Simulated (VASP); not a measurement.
# C (Fd-3m) in VASP: a series of runs, part 2 of 3

VASP 6.6.1.

**4. Optical spectrum, HSE03+TS**

POSCAR

```
C
1.0
    0.0000000000      1.7833700000      1.7833700000
    1.7833700000      0.0000000000      1.7833700000
    1.7833700000      1.7833700000      0.0000000000
C
2
Cartesian
    2.6750550000      2.6750550000      2.6750550000
    1.7833700000      1.7833700000      1.7833700000
```

INCAR.step1

```
SYSTEM = C
  ALGO = Normal
  EDIFF = 1E-5
  ENCUT = 520
  GGA = PE
  ISIF = 2
  ISMEAR = -5
  LASPH = .True.
  LCHARG = .False.
  LREAL = .False.
  LWAVE = .True.
  NBANDS = 28
  NELM = 100
  PREC = Normal
  SIGMA = 0.05
```

INCAR.step2

```
SYSTEM = C
  ALGO = Normal
  CSHIFT = 0.1
  EDIFF = 1E-6
  ENCUT = 520
  GGA = PE
  HFSCREEN = 0.3
  ISIF = 2
  ISMEAR = -5
  ISTART = 1
  IVDW = 2
  LASPH = .True.
  LCHARG = .False.
  LHFCALC = .True.
  LOPTICS = .True.
  LREAL = .False.
  LWAVE = .False.
  NBANDS = 28
  NEDOS = 2000
  NELM = 100
  PREC = Normal
  PRECFOCK = Fast
  SIGMA = 0.05
```

KPOINTS

```
k-points
0
Gamma
  7 7 7
  0 0 0
```

Potentials or basis: VASP PAW PBE potentials, release 64 (C).

Command:

```
$ cat potpaw_PBE.64/C/POTCAR > POTCAR
$ cp INCAR.step1 INCAR
$ mpirun -np 1 vasp_std > vasp.out
$ cp INCAR.step2 INCAR
$ mpirun -np 1 vasp_std > vasp.out
```

OUTCAR:

```text
SYSTEM = C
   EDIFF = 1E-6
   ENCUT = 520
   GGA = PE
   HFSCREEN = 0.3
   ISIF = 2
   ISMEAR = -5
   ISTART = 1
   IVDW = 2
   LASPH = .True.
   LHFCALC = .True.
   LREAL = .False.
   NELM = 100
   PREC = Normal
   PRECFOCK = Fast
  IVDW =   2

 ion  position               nearest neighbor table
   1  0.750  0.750  0.750-   2 1.54   2 1.54   2 1.54   2 1.54
   2  0.500  0.500  0.500-   1 1.54   1 1.54   1 1.54   1 1.54

  LATTYP: Found a face centered cubic cell.
 ALAT       =     3.5667400000
[... 630 lines left out ...]
     0.00000     0.00000     0.00000     0.00000     0.00000     0.00000     0.00000
     1.32061     0.00670     0.00670     0.00670     0.00000     0.00000     0.00000
     2.64121     0.01456     0.01456     0.01456     0.00000     0.00000     0.00000
     3.96182     0.02542     0.02542     0.02542     0.00000     0.00000     0.00000
     5.28243     0.04388     0.04388     0.04388     0.00000     0.00000     0.00000
     6.60304     0.09358     0.09358     0.09358     0.00000     0.00000     0.00000
[... 92 lines left out ...]
   129.41951     0.00011     0.00011     0.00011     0.00000     0.00000     0.00000
   130.74011     0.00011     0.00011     0.00011     0.00000     0.00000     0.00000

  frequency dependent      REAL DIELECTRIC FUNCTION (independent particle, no local field effects) density-density
     E(ev)        X           Y           Z          XY          YZ          ZX
  --------------------------------------------------------------------------------------------------------------
     0.00000     5.12379     5.12379     5.12379     0.00000     0.00000     0.00000
     1.32061     5.16744     5.16744     5.16744     0.00000     0.00000     0.00000
     2.64121     5.30569     5.30569     5.30569     0.00000     0.00000     0.00000
     3.96182     5.56468     5.56468     5.56468     0.00000     0.00000     0.00000
     5.28243     6.00878     6.00878     6.00878     0.00000     0.00000     0.00000
     6.60304     6.83760     6.83760     6.83760     0.00000     0.00000     0.00000
[... 92 lines left out ...]
   129.41951     0.93413     0.93413     0.93413    -0.00000    -0.00000    -0.00000
   130.74011     0.93554     0.93554     0.93554    -0.00000    -0.00000    -0.00000

  frequency dependent IMAGINARY DIELECTRIC FUNCTION (independent particle, no local field effects) current-current
     E(ev)      X         Y         Z        XY        YZ        ZX
  --------------------------------------------------------------------------------------------------------------
     0.00000    11.75944    11.75944    11.75944    -0.00000    -0.00000    -0.00000
     1.32061     0.60061     0.60061     0.60061    -0.00000    -0.00000    -0.00000
     2.64121     0.32096     0.32096     0.32096    -0.00000    -0.00000    -0.00000
     3.96182     0.24151     0.24151     0.24151    -0.00000    -0.00000    -0.00000
     5.28243     0.22127     0.22127     0.22127    -0.00000    -0.00000    -0.00000
     6.60304     0.26076     0.26076     0.26076    -0.00000    -0.00000    -0.00000
[... 92 lines left out ...]
   129.41951     0.00001     0.00001     0.00001    -0.00000    -0.00000     0.00000
   130.74011     0.00001     0.00001     0.00001    -0.00000    -0.00000     0.00000

  frequency dependent      REAL DIELECTRIC FUNCTION (independent particle, no local field effects) current-current
     E(ev)        X           Y           Z          XY          YZ          ZX
  --------------------------------------------------------------------------------------------------------------
     0.00000     4.88136     4.88136     4.88136    -0.00000    -0.00000    -0.00000
     1.32061     4.92276     4.92276     4.92276    -0.00000    -0.00000    -0.00000
     2.64121     5.05437     5.05437     5.05437    -0.00000    -0.00000    -0.00000
     3.96182     5.30141     5.30141     5.30141    -0.00000    -0.00000    -0.00000
     5.28243     5.72697     5.72697     5.72697    -0.00000    -0.00000    -0.00000
     6.60304     6.53313     6.53313     6.53313    -0.00000    -0.00000    -0.00000
[... 92 lines left out ...]
   129.41951     0.93764     0.93764     0.93764     0.00000     0.00000     0.00000
   130.74011     0.93899     0.93899     0.93899     0.00000     0.00000     0.00000
```

OUTCAR.step1:

```text
SYSTEM = C
   EDIFF = 1E-5
   ENCUT = 520
   GGA = PE
   ISIF = 2
   ISMEAR = -5
[... 600 lines left out ...]
 -----------------------------------------------------------------------------------
      2.67505      2.67505      2.67505        -0.000000      0.000000     -0.000000
      1.78337      1.78337      1.78337         0.000000     -0.000000      0.000000
 -----------------------------------------------------------------------------------
    total drift:                               -0.000000      0.000000     -0.000000

  FREE ENERGIE OF THE ION-ELECTRON SYSTEM (eV)
  ---------------------------------------------------
  free  energy   TOTEN  =       -18.1825814893 eV

  energy  without entropy=      -18.1825814893  energy(sigma->0) =      -18.18258149
```

OSZICAR.step1:

```text
N       E                     dE             d eps       ncg     rms          rms(c)
DAV:   1     0.187558397313E+02    0.18756E+02   -0.39906E+03  1132   0.276E+02
DAV:   2    -0.182500161979E+02   -0.37006E+02   -0.35493E+02  1396   0.916E+01
DAV:   3    -0.188220042850E+02   -0.57199E+00   -0.56957E+00  1316   0.932E+00
DAV:   4    -0.188222759916E+02   -0.27171E-03   -0.27169E-03  1328   0.205E-01
DAV:   5    -0.188222760429E+02   -0.51323E-07   -0.51307E-07  1144   0.306E-03    0.556E+00
DAV:   6    -0.183421114003E+02    0.48016E+00   -0.83437E-02  1248   0.138E+00    0.331E+00
DAV:   7    -0.181808327038E+02    0.16128E+00   -0.12479E-01  1276   0.161E+00    0.797E-01
DAV:   8    -0.181825853448E+02   -0.17526E-02   -0.51423E-03  1248   0.286E-01    0.847E-02
DAV:   9    -0.181825814893E+02    0.38555E-05   -0.15833E-05  1308   0.172E-02
   1 F= -.18182581E+02 E0= -.18182581E+02  d E =0.000000E+00
```

Run time: 4.2 min. Hardware: 1 thread of Intel Xeon Platinum 8488C (Sapphire Rapids), shared host; peak memory 0.21 GiB.

What came out:

```
Free energy                : -21.0056 eV
Pressure                   : -13.8 GPa
Band gap on the k mesh     : 5.17 eV, indirect (least direct gap 6.75 eV)
Dispersion energy per atom : -0.193 eV
```

Dielectric function (mean over the directions given):
```csv
energy (eV),real part,imaginary part
0.26,5.13,0.00
0.73,5.14,0.00
1.25,5.16,0.01
1.72,5.20,0.01
2.25,5.25,0.01
2.77,5.33,0.02
3.24,5.40,0.02
3.76,5.52,0.02
4.29,5.65,0.03
4.75,5.80,0.04
5.28,6.01,0.04
5.81,6.27,0.06
6.27,6.57,0.07
6.80,7.04,0.12
7.26,7.62,0.31
7.79,8.31,0.83
8.32,8.86,1.70
8.78,8.91,2.48
9.31,9.04,3.14
9.84,9.30,3.94
10.30,9.38,4.84
10.83,9.54,5.66
11.36,9.93,6.95
11.82,10.51,8.63
12.35,10.93,14.66
12.88,1.33,14.50
13.34,-0.10,12.37
13.87,-1.32,10.46
14.33,-1.69,9.03
14.86,-1.69,8.08
15.39,-2.12,8.05
15.85,-2.98,7.29
16.38,-3.60,6.20
16.90,-3.52,4.63
17.37,-3.25,4.07
17.89,-3.05,3.46
18.42,-2.85,2.90
18.88,-2.57,2.47
19.41,-2.25,2.12
19.94,-1.97,1.89
```

Caveat: the k mesh is coarse (spacing up to 0.44 Å⁻¹), so the values aren't converged, least of all with exact exchange; spectra need much finer meshes, so this one isn't converged; independent-particle spectra lack excitons; the PAW data sets were made with another functional, which shifts forces and pressure a little; an odd mesh through Γ misses points on the zone boundary, where band edges often lie.

**5. Electric field gradients, PBE0+D3(BJ)**

POSCAR

```
C
1.0
    0.0000000000      1.7833700000      1.7833700000
    1.7833700000      0.0000000000      1.7833700000
    1.7833700000      1.7833700000      0.0000000000
C
2
Direct
    0.7500000000      0.7500000000      0.7500000000
    0.5000000000      0.5000000000      0.5000000000
```

INCAR.step1

```
SYSTEM = C
PREC = Accurate
ENCUT = 520
ISMEAR = 0
SIGMA = 0.05
LREAL = .False.
LASPH = .True.
NELM = 100
ALGO = Normal
ISIF = 2
LWAVE = .True.
LCHARG = .False.
GGA = PE
EDIFF = 1E-5
```

INCAR.step2

```
SYSTEM = C
PREC = Accurate
ENCUT = 520
EDIFF = 1E-8
ISMEAR = 0
SIGMA = 0.05
LREAL = .False.
LASPH = .True.
NELM = 100
ALGO = Normal
ISIF = 2
LWAVE = .False.
LCHARG = .False.
GGA = PE
LHFCALC = .True.
AEXX = 0.25
PRECFOCK = Normal
IVDW = 12
LEFG = .True.
ISTART = 1
```

KPOINTS

```
regular mesh
0
Gamma
  7 7 7
  0 0 0
```

Potentials or basis: VASP PAW PBE potentials, release 64 (C).

Command:

```
$ cat potpaw_PBE.64/C/POTCAR > POTCAR
$ cp INCAR.step1 INCAR
$ mpirun -np 1 vasp_std > vasp.out
$ cp INCAR.step2 INCAR
$ mpirun -np 1 vasp_std > vasp.out
```

OUTCAR:

```text
SYSTEM = C
   PREC = Accurate
   ENCUT = 520
   EDIFF = 1E-8
   ISMEAR = 0
   LREAL = .False.
   LASPH = .True.
   NELM = 100
   ISIF = 2
   GGA = PE
   LHFCALC = .True.
   AEXX = 0.25
   PRECFOCK = Normal
   IVDW = 12
   ISTART = 1
 IVDW          = 12

 ion  position               nearest neighbor table
   1  0.750  0.750  0.750-   2 1.54   2 1.54   2 1.54   2 1.54
   2  0.500  0.500  0.500-   1 1.54   1 1.54   1 1.54   1 1.54

  LATTYP: Found a face centered cubic cell.
 ALAT       =     3.5667400000

  Lattice vectors:

 A1 = (   0.0000000000,   1.7833700000,   1.7833700000)
 A2 = (   1.7833700000,   0.0000000000,   1.7833700000)
 A3 = (   1.7833700000,   1.7833700000,   0.0000000000)

Analysis of symmetry for initial positions (statically):
=====================================================================
 Subroutine PRICEL returns:
 Original cell was already a primitive cell.

 Routine SETGRP: Setting up the symmetry group for a
 face centered cubic supercell.

 Subroutine GETGRP returns: Found 48 space group operations
 (whereof 24 operations were pure point group operations)
 out of a pool of 48 trial point group operations.

The static configuration has the point symmetry T_d .
 The point group associated with its full space group is O_h .

Analysis of symmetry for dynamics (positions and initial velocities):
=====================================================================
 Subroutine PRICEL returns:
 Original cell was already a primitive cell.

 Routine SETGRP: Setting up the symmetry group for a
 face centered cubic supercell.

 Subroutine GETGRP returns: Found 48 space group operations
 (whereof 24 operations were pure point group operations)
 out of a pool of 48 trial point group operations.

The dynamic configuration has the point symmetry T_d .
 The point group associated with its full space group is O_h .

 Subroutine INISYM returns: Found 48 space group operations
 (whereof 24 operations are pure point group operations),
 and found     1 'primitive' translations

----------------------------------------------------------------------------------------

                                     Primitive cell

  volume of cell :      11.3437

  direct lattice vectors                    reciprocal lattice vectors
     0.000000000  1.783370000  1.783370000    -0.280368067  0.280368067  0.280368067
     1.783370000  0.000000000  1.783370000     0.280368067 -0.280368067  0.280368067
     1.783370000  1.783370000  0.000000000     0.280368067  0.280368067 -0.280368067

  length of vectors
     2.522066041  2.522066041  2.522066041     0.485611737  0.485611737  0.485611737

  position of ions in fractional coordinates (direct lattice)
     0.750000000  0.750000000  0.750000000
     0.500000000  0.500000000  0.500000000

  ion indices of the primitive-cell ions
   primitive index   ion index
                 1           1
                 2           2

[... 86 lines left out ...]
     AMIX_MAG =   1.60;   BMIX_MAG =  1.00
  volume/ion in A,a.u.               =       5.67        38.28
  Fermi-wavevector in a.u.,A,eV,Ry     =   1.457203  2.753714 28.891161  2.123440
  Thomas-Fermi vector in A             =   2.574032
   LORBIT       =      0    0 simple, 1 ext, 2 COOP (PROOUT), +10 PAW based schemes
   GGA     = PE    functional components
   LHFCALC =     T    Hartree Fock is set to
   PRECFOCK=normal    Normal, Fast or Accurate (Low or Medium for compatibility)
   ENCUT4O =  -1.0   cutoff for four orbital integrals eV
   NKREDX  =     1    reduce k-point grid by
   NKREDY  =     1    reduce k-point grid by
   NKREDZ  =     1    reduce k-point grid by
   AEXX    =    0.2500 exact exchange contribution
   HFSCREEN=    0.0000 screening length (either q_TF or 0.3 A-1)
   HFSCREENC=   0.0000 screening length for correlation (either q_TF or 0.3 A-1)
   ENCUTFOCK=  -1.0 apply spherical cutoff to Coloumb kernel
   IVDW    =    12    specifies the selected vdW correction
   LEPSILON=     F    determine dielectric tensor
   LRPA    =     F    only Hartree local field effects (RPA)
 non-spin polarized calculation
 Gauss-broadening in eV      SIGMA  =   0.05
  energy-cutoff  :      520.00
  volume of cell :       11.34
 maximum number of plane-waves:       314
  NGX = 16; NGY = 16; NGZ = 16

 number of electron       7.9999999 magnetization

 Free energy of the ion-electron system (eV)
  ---------------------------------------------------
  ext. energy  EPLUGINS =         0.00000000
  ---------------------------------------------------
  free energy    TOTEN  =       -22.13081027 eV

  energy without entropy =      -22.13081027  energy(sigma->0) =      -22.13081027

 E-fermi :   9.0618     XC(G=0): -10.4071

 val. band max:        8.7291309980   @ k =   0.0000   0.0000   0.0000
 cond. band min:      14.9049757994   @ k =   0.4286   0.4286   0.0000
 fundamental gap:      6.1758448014
 Fermi energy:         9.0617766529

 k-point     1 :       0.0000    0.0000    0.0000
  band No.  band energies     occupation
      1     -14.8500      2.00000
      2       8.7291      2.00000
      3       8.7291      2.00000
      4       8.7291      2.00000
      5      16.4553      0.00000
      6      16.4553      0.00000
      7      16.4553      0.00000
      8      24.7832      0.00000
[... 199 lines left out ...]
 k-point    20 :      -0.2857    0.4286    0.1429
  band No.  band energies     occupation
      1      -5.6928      2.00000
      2      -3.8393      2.00000
      3      -1.2398      2.00000
      4       1.5294      2.00000
      5      19.0574      0.00000
      6      22.9543      0.00000
      7      24.3017      0.00000
      8      25.1275      0.00000

------------------------ aborting loop because EDIFF is reached ----------------------------------------

 Edisp (eV)   -0.36809

 E8    (eV) :    -0.1329

  FORCE on cell =-STRESS in cart. coord.  units (eV):
  Direction    XX          YY          ZZ          XY          YZ          ZX
  --------------------------------------------------------------------------------------
  -------------------------------------------------------------------------------------
  Total      -0.89766    -0.89766    -0.89766    -0.00000    -0.00000     0.00000
  in kB    -126.78497  -126.78497  -126.78497    -0.00000    -0.00000     0.00000
  external pressure =     -126.78 kB  Pullay stress =        0.00 kB

 VOLUME and BASIS-vectors are now :
 -----------------------------------------------------------------------------
  energy-cutoff  :      520.00
  volume of cell :       11.34
      direct lattice vectors                 reciprocal lattice vectors
     0.000000000  1.783370000  1.783370000    -0.280368067  0.280368067  0.280368067
     1.783370000  0.000000000  1.783370000     0.280368067 -0.280368067  0.280368067
     1.783370000  1.783370000  0.000000000     0.280368067  0.280368067 -0.280368067

 POSITION                                       TOTAL-FORCE (eV/Angst)
 -----------------------------------------------------------------------------------
      2.67505      2.67505      2.67505         0.000000      0.000000     -0.000000
      1.78337      1.78337      1.78337        -0.000000     -0.000000      0.000000
 -----------------------------------------------------------------------------------
    total drift:                                0.000000      0.000000      0.000000

  FREE ENERGIE OF THE ION-ELECTRON SYSTEM (eV)
  ---------------------------------------------------
  free  energy   TOTEN  =       -22.4988963088 eV

  energy  without entropy=      -22.4988963088  energy(sigma->0) =      -22.49889631

 Electric field gradients (V/A^2)
---------------------------------------------------------------------
 ion       V_xx      V_yy      V_zz      V_xy      V_xz      V_yz
---------------------------------------------------------------------
   1      -0.000    -0.000     0.000    -0.000    -0.000    -0.000
   2      -0.000    -0.000     0.000    -0.000    -0.000    -0.000
---------------------------------------------------------------------

 Electric field gradients after diagonalization (V/A^2)
 (convention: |V_zz| > |V_xx| > |V_yy|)
----------------------------------------------------------------------
 ion       V_xx      V_yy      V_zz     asymmetry (V_yy - V_xx)/ V_zz
----------------------------------------------------------------------
   1       0.000     0.000    -0.000       0.009
   2       0.000     0.000    -0.000       0.009
----------------------------------------------------------------------

           NMR quadrupolar parameters

 Cq : quadrupolar parameter    Cq=e*Q*V_zz/h
 eta: asymmetry parameters     (V_yy - V_xx)/ V_zz
 Q  : nuclear electric quadrupole moment in mb (millibarn)
----------------------------------------------------------------------
 ion       Cq(MHz)       eta       Q (mb)
----------------------------------------------------------------------
   1      -0.000       0.009       1.000
   2      -0.000       0.009       1.000
----------------------------------------------------------------------
```

Wall time 3 min (1 thread of Intel Xeon Platinum 8488C (Sapphire Rapids), shared host); peak memory 0.13 GiB.

Results:

| Quantity | Value |
| --- | --- |
| Free energy | -22.4989 eV |
| Pressure | -12.7 GPa |
| Band gap on the k mesh | 6.18 eV, indirect (least direct gap 7.73 eV) |
| Dispersion energy per atom | -0.184 eV |

Levels at points of the mesh, in eV from the valence-band top:
```tsv
k point	band 1	band 2	band 3	band 4	band 5	band 6	band 7	band 8
(0.00, 0.00, 0.00)	-23.58	0.00	0.00	0.00	7.73	7.73	7.73	16.05
```

Electric field gradients, principal values (V/Å²):
```
atom    Vxx    Vyy    Vzz
 1 C  0.000  0.000  0.000
 2 C  0.000  0.000  0.000
```

Caveat: the k mesh is coarse (spacing up to 0.44 Å⁻¹), so the values aren't converged, least of all with exact exchange; the PAW data sets were made with another functional, which shifts forces and pressure a little; an odd mesh through Γ misses points on the zone boundary, where band edges often lie.

(Continued in part 3 of 3.)
